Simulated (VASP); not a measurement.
# LiF (Fm-3m) in VASP: single point with HSE06

Aim: the single point of LiF with HSE06.

All numbers are computed with VASP 6.6.1; they aren't measurements. Logs are shortened: lines on timing, memory, paths and dates and some standing lists are left out, and cuts for length are marked.

### 1 Starting point

It takes space group Fm-3m (No. 225, cubic). The conventional cell has a = 3.997 Å, b = 3.997 Å, c = 3.997 Å, α = 90.00°, β = 90.00°, γ = 90.00°. Li (site symmetry m-3m) is surrounded by 6 F at 2.00 Å. F (site symmetry m-3m) is surrounded by 6 Li at 2.00 Å.

The cell is a database's computed one.

### 2 Single point, HSE06

The input, POSCAR:

```
LiF
1.0
    0.0000000000      1.9983100000      1.9983100000
    1.9983100000      0.0000000000      1.9983100000
    1.9983100000      1.9983100000      0.0000000000
Li F
1 1
Direct
    0.0000000000      0.0000000000      0.0000000000
    0.5000000000      0.5000000000      0.5000000000
```

The input, INCAR.step1:

```
SYSTEM = LiF
PREC     = Accurate       ! precision mode
ENCUT    = 520            ! plane-wave cutoff, eV
EDIFF    = 1E-5           ! SCF threshold, eV
ISMEAR   = 0              ! smearing method
SIGMA    = 0.02           ! smearing width, eV
LREAL    = .FALSE.        ! projectors in reciprocal space
LASPH    = .TRUE.         ! aspherical terms in the spheres
NELM     = 60             ! most SCF steps
ALGO     = Normal         ! electronic algorithm
ISIF     = 2              ! what is computed and relaxed
LWAVE    = .TRUE.         ! write WAVECAR
NBANDS   = 12             ! bands
GGA      = PE             ! functional
```

The input, INCAR.step2:

```
SYSTEM = LiF
PREC     = Accurate       ! precision mode
ENCUT    = 520            ! plane-wave cutoff, eV
EDIFF    = 1E-7           ! SCF threshold, eV
ISMEAR   = 0              ! smearing method
SIGMA    = 0.02           ! smearing width, eV
LREAL    = .FALSE.        ! projectors in reciprocal space
LASPH    = .TRUE.         ! aspherical terms in the spheres
NELM     = 60             ! most SCF steps
ALGO     = Normal         ! electronic algorithm
ISIF     = 2              ! what is computed and relaxed
LWAVE    = .FALSE.        ! write WAVECAR
LCHARG   = .TRUE.         ! write CHGCAR
GGA      = PE             ! functional
LHFCALC  = .TRUE.         ! exact exchange
HFSCREEN = 0.2            ! screening, 1/A
PRECFOCK = Fast         
LELF     = .TRUE.         ! ELF
LVHAR    = .TRUE.       
NBANDS   = 12             ! bands
ISTART   = 1
```

The input, KPOINTS:

```
regular mesh
0
G
  8 8 8
  0 0 0
```

Potentials or basis: VASP PAW PBE potentials, release 64 (Li_sv, F).

Started as:

```
$ cat potpaw_PBE.64/Li_sv/POTCAR potpaw_PBE.64/F/POTCAR > POTCAR
$ cp INCAR.step1 INCAR
$ mpirun -np 1 vasp_std > vasp.out
$ cp INCAR.step2 INCAR
$ mpirun -np 1 vasp_std > vasp.out
```

OUTCAR:

```text
SYSTEM = LiF
   PREC = Accurate
   ENCUT = 520
   EDIFF = 1E-7
   ISMEAR = 0
   LREAL = .FALSE.
   LASPH = .TRUE.
   NELM = 60
   ISIF = 2
   GGA = PE
   LHFCALC = .TRUE.
   HFSCREEN = 0.2
   PRECFOCK = Fast
   ISTART = 1

 ion  position               nearest neighbor table
   1  0.000  0.000  0.000-   2 2.00   2 2.00   2 2.00   2 2.00   2 2.00   2 2.00
   2  0.500  0.500  0.500-   1 2.00   1 2.00   1 2.00   1 2.00   1 2.00   1 2.00

  LATTYP: Found a face centered cubic cell.
 ALAT       =     3.9966200000

  Lattice vectors:

 A1 = (   0.0000000000,   1.9983100000,   1.9983100000)
 A2 = (   1.9983100000,   0.0000000000,   1.9983100000)
 A3 = (   1.9983100000,   1.9983100000,   0.0000000000)

Analysis of symmetry for initial positions (statically):
=====================================================================
 Subroutine PRICEL returns:
 Original cell was already a primitive cell.

 Routine SETGRP: Setting up the symmetry group for a
 face centered cubic supercell.

 Subroutine GETGRP returns: Found 48 space group operations
 (whereof 48 operations were pure point group operations)
 out of a pool of 48 trial point group operations.

The static configuration has the point symmetry O_h .

Analysis of symmetry for dynamics (positions and initial velocities):
=====================================================================
 Subroutine PRICEL returns:
 Original cell was already a primitive cell.

 Routine SETGRP: Setting up the symmetry group for a
 face centered cubic supercell.

 Subroutine GETGRP returns: Found 48 space group operations
 (whereof 48 operations were pure point group operations)
 out of a pool of 48 trial point group operations.

The dynamic configuration has the point symmetry O_h .

 Subroutine INISYM returns: Found 48 space group operations
 (whereof 48 operations are pure point group operations),
 and found     1 'primitive' translations

----------------------------------------------------------------------------------------

                                     Primitive cell

  volume of cell :      15.9595

  direct lattice vectors                    reciprocal lattice vectors
     0.000000000  1.998310000  1.998310000    -0.250211429  0.250211429  0.250211429
     1.998310000  0.000000000  1.998310000     0.250211429 -0.250211429  0.250211429
     1.998310000  1.998310000  0.000000000     0.250211429  0.250211429 -0.250211429

  length of vectors
     2.826037104  2.826037104  2.826037104     0.433378907  0.433378907  0.433378907

  position of ions in fractional coordinates (direct lattice)
     0.000000000  0.000000000  0.000000000
     0.500000000  0.500000000  0.500000000

  ion indices of the primitive-cell ions
   primitive index   ion index
                 1           1
                 2           2

----------------------------------------------------------------------------------------

 KPOINTS: regular mesh

Automatic generation of k-mesh.
 Grid dimensions read from file:
 generate k-points for:    8    8    8

 Generating k-lattice:

  Cartesian coordinates                     Fractional coordinates (reciprocal lattice)
    -0.031276429  0.031276429  0.031276429     0.125000000  0.000000000  0.000000000
     0.031276429 -0.031276429  0.031276429     0.000000000  0.125000000  0.000000000
     0.031276429  0.031276429 -0.031276429     0.000000000  0.000000000  0.125000000

  Length of vectors
     0.054172363  0.054172363  0.054172363

  Shift w.r.t. Gamma in fractional coordinates (k-lattice)
     0.000000000  0.000000000  0.000000000

 Subroutine IBZKPT returns following result:
 ===========================================

 Found     29 irreducible k-points:

 Following reciprocal coordinates:
            Coordinates               Weight
  0.000000  0.000000  0.000000      1.000000
  0.125000  0.000000  0.000000      8.000000
  0.250000  0.000000  0.000000      8.000000
  0.375000  0.000000  0.000000      8.000000
  0.500000  0.000000  0.000000      4.000000
  0.125000  0.125000  0.000000      6.000000
[... 16 lines left out ...]
  0.500000  0.250000  0.125000     48.000000
 -0.375000  0.250000  0.125000     24.000000
 [... further k-points ...]
   k-points           NKPTS =     29   k-points in BZ     NKDIM =    512   number of bands    NBANDS=     12
   number of dos      NEDOS =    301   number of ions     NIONS =      2
   total plane-waves  NPLWV =  13824
   dimension x,y,z NGX =    24 NGY =   24 NGZ =   24
   dimension x,y,z NGXF=    48 NGYF=   48 NGZF=   48
   ions per type =               1   1
   NGX,Y,Z   is equivalent  to a cutoff of  14.12, 14.12, 14.12 a.u.
   NGXF,Y,Z  is equivalent  to a cutoff of  28.24, 28.24, 28.24 a.u.
 SYSTEM =  LiF
   PREC   = accura    normal or accurate (medium, high low for compatibility)
   ISTART =      1    job   : 0-new  1-cont  2-samecut
   ICHARG =      0    charge: 1-file 2-atom 10-const
   ISPIN  =      1    spin polarized calculation?
   LNONCOLLINEAR =      F non collinear calculations
   LSORBIT =      F    spin-orbit coupling
   LASPH  =      T    aspherical Exc in radial PAW
   ENCUT  =  520.0 eV  38.22 Ry    6.18 a.u.   5.25  5.25  5.25*2*pi/ulx,y,z
   NELM   =     60;   NELMIN=  2; NELMDL=  0     # of ELM steps
   EDIFF  = 0.1E-06   stopping-criterion for ELM
   LREAL  =      F    real-space projection
   EDIFFG = 0.1E-05   stopping-criterion for IOM
   NSW    =      0    number of steps for IOM
   IBRION =     -1    ionic relax: 0-MD 1-quasi-New 2-CG
   NFREE  =      0    steps in history (QN), initial steepest desc. (CG)
   ISIF   =      2    stress and relaxation
   ISYM   =      3    0-nonsym 1-usesym 2-fastsym
   POTIM  = 0.5000    time-step for ionic-motion
   TEBEG  =    0.0;   TEEND  =   0.0 temperature during run
   PSTRESS=    0.0 pullay stress
   NELECT =      10.0000    total number of electrons
   NUPDOWN=      -1.0000    fix difference up-down
   EMIN   =  10.00;   EMAX   =-10.00  energy-range for DOS
   EFERMI =   0.00;   METHOD = LEGACY
   ISMEAR =     0;   SIGMA  =   0.02  broadening in eV -4-tet -1-fermi 0-gaus
   EFERMI_NEDOS =   21; number of points for ismear=-14 and -15
   IALGO  =     38    algorithm
   IMIX   =      1    mixing-type and parameters
     AMIX     =   0.40;   BMIX     =  1.00
     AMIX_MAG =   1.60;   BMIX_MAG =  1.00
  volume/ion in A,a.u.               =       7.98        53.85
  Fermi-wavevector in a.u.,A,eV,Ry     =   1.400883  2.647286 26.701082  1.962474
  Thomas-Fermi vector in A             =   2.523800
   LORBIT       =      0    0 simple, 1 ext, 2 COOP (PROOUT), +10 PAW based schemes
   GGA     = PE    functional components
   LHFCALC =     T    Hartree Fock is set to
   PRECFOCK=fast      Normal, Fast or Accurate (Low or Medium for compatibility)
   ENCUT4O =  -1.0   cutoff for four orbital integrals eV
   NKREDX  =     1    reduce k-point grid by
   NKREDY  =     1    reduce k-point grid by
   NKREDZ  =     1    reduce k-point grid by
   AEXX    =    0.2500 exact exchange contribution
   HFSCREEN=    0.2000 screening length (either q_TF or 0.3 A-1)
   HFSCREENC=   0.2000 screening length for correlation (either q_TF or 0.3 A-1)
   ENCUTFOCK=  -1.0 apply spherical cutoff to Coloumb kernel
   IVDW    =     0    specifies the selected vdW correction
   LEPSILON=     F    determine dielectric tensor
   LRPA    =     F    only Hartree local field effects (RPA)
 non-spin polarized calculation
 Gauss-broadening in eV      SIGMA  =   0.02
  energy-cutoff  :      520.00
  volume of cell :       15.96
 maximum number of plane-waves:       445
 NGX is ok and might be reduce to    24
  NGX = 14; NGY = 14; NGZ = 14

 number of electron       9.9999996 magnetization

 Free energy of the ion-electron system (eV)
  ---------------------------------------------------
  ext. energy  EPLUGINS =         0.00000000
  ---------------------------------------------------
  free energy    TOTEN  =       -11.40403114 eV

  energy without entropy =      -11.40403114  energy(sigma->0) =      -11.40403114

 E-fermi :  -2.4673     XC(G=0):  -8.2416

 val. band max:       -2.6073772755   @ k =   0.0000   0.0000   0.0000
 cond. band min:       9.0354514791   @ k =   0.0000   0.0000   0.0000
 fundamental gap:     11.6428287545
 Fermi energy:        -2.4673131282

 k-point     1 :       0.0000    0.0000    0.0000
  band No.  band energies     occupation
      1     -45.5276      2.00000
      2     -24.2505      2.00000
      3      -2.6074      2.00000
      4      -2.6074      2.00000
      5      -2.6074      2.00000
      6       9.0355      0.00000
      7      24.3483      0.00000
      8      24.3483      0.00000
      9      24.3484      0.00000
     10      24.4969      0.00000
     11      24.4969      0.00000
     12      24.4969      0.00000

 k-point     2 :       0.1250    0.0000    0.0000
  band No.  band energies     occupation
      1     -45.5181      2.00000
      2     -24.1857      2.00000
      3      -3.0708      2.00000
      4      -2.6468      2.00000
      5      -2.6468      2.00000
      6       9.4865      0.00000
      7      20.7411      0.00000
      8      22.5943      0.00000
      9      22.5943      0.00000
     10      25.9085      0.00000
     11      25.9269      0.00000
     12      25.9269      0.00000

 k-point     3 :       0.2500    0.0000    0.0000
  band No.  band energies     occupation
      1     -45.4947      2.00000
      2     -24.0223      2.00000
      3      -4.0819      2.00000
      4      -2.7392      2.00000
      5      -2.7392      2.00000
      6      10.3174      0.00000
      7      18.1045      0.00000
      8      20.7369      0.00000
      9      20.7369      0.00000
     10      27.3721      0.00000
     11      27.8554      0.00000
     12      27.8554      0.00000
[... 286 lines left out ...]
 k-point    23 :       0.5000    0.2500    0.1250
  band No.  band energies     occupation
      1     -45.4597      2.00000
      2     -23.7158      2.00000
      3      -4.8973      2.00000
      4      -3.8079      2.00000
      5      -3.0620      2.00000
      6      12.3176      0.00000
      7      16.0849      0.00000
      8      19.2731      0.00000
      9      19.8263      0.00000
     10      26.0247      0.00000
     11      30.8725      0.00000
     12      33.5083      0.00000

 k-point    24 :      -0.3750    0.2500    0.1250
  band No.  band energies     occupation
      1     -45.4522      2.00000
      2     -23.6482      2.00000
      3      -5.1306      2.00000
      4      -3.9269      2.00000
      5      -3.1378      2.00000
      6      12.4966      0.00000
      7      15.9369      0.00000
      8      19.1602      0.00000
      9      19.4929      0.00000
     10      28.0000      0.00000
     11      29.1392      0.00000
     12      34.9004      0.00000

 [... further k-points ...]

------------------------ aborting loop because EDIFF is reached ----------------------------------------

  FORCE on cell =-STRESS in cart. coord.  units (eV):
  Direction    XX          YY          ZZ          XY          YZ          ZX
  --------------------------------------------------------------------------------------
  -------------------------------------------------------------------------------------
  Total        0.0701592      0.0701592      0.0701592      0.0000000      0.0000000      0.0000000
  in kB        7.0433030      7.0433030      7.0433030      0.0000000      0.0000000      0.0000000
  external PRESSURE =       7.0433030 kB  Pullay stress =       0.0000000 kB

 VOLUME and BASIS-vectors are now :
 -----------------------------------------------------------------------------
  energy-cutoff  :      520.00
  volume of cell :       15.96
      direct lattice vectors                 reciprocal lattice vectors
     0.000000000  1.998310000  1.998310000    -0.250211429  0.250211429  0.250211429
     1.998310000  0.000000000  1.998310000     0.250211429 -0.250211429  0.250211429
     1.998310000  1.998310000  0.000000000     0.250211429  0.250211429 -0.250211429

 POSITION                                       TOTAL-FORCE (eV/Angst)
 -----------------------------------------------------------------------------------
      0.00000      0.00000      0.00000         0.000000     -0.000000     -0.000000
      1.99831      1.99831      1.99831        -0.000000      0.000000      0.000000
 -----------------------------------------------------------------------------------
    total drift:                                0.000000      0.000000      0.000000

  FREE ENERGIE OF THE ION-ELECTRON SYSTEM (eV)
  ---------------------------------------------------
  free  energy   TOTEN  =       -11.4040311368 eV

  energy  without entropy=      -11.4040311368  energy(sigma->0) =      -11.40403114
```

Run time: 16 min. Hardware: 1 thread of AMD EPYC 7R13 (Zen 3), shared host; peak memory 0.21 GiB.

Results:

| Quantity | Value |
| --- | --- |
| Free energy | -11.4040 eV |
| Band gap on the k mesh | 11.64 eV, direct |

Levels at points of the mesh, in eV from the valence-band top:
```
           k point  band 2  band 3  band 4  band 5  band 6  band 7  band 8  band 9
(0.00, 0.00, 0.00)  -21.64    0.00    0.00    0.00   11.64   26.96   26.96   26.96
(0.50, 0.00, 0.00)  -21.17   -2.74   -0.26   -0.26   13.26   19.72   21.61   21.61
(0.50, 0.50, 0.00)  -20.88   -3.23   -1.09   -1.09   17.67   18.91   20.31   23.26
```

Caveat: the cutoff is under 1.25 times the usual one of these potentials, so pressure, stress and relaxed cells hold a basis-set (Pulay) error; the PAW data sets were made with another functional, which shifts forces and pressure a little. A k mesh can miss the band edges.
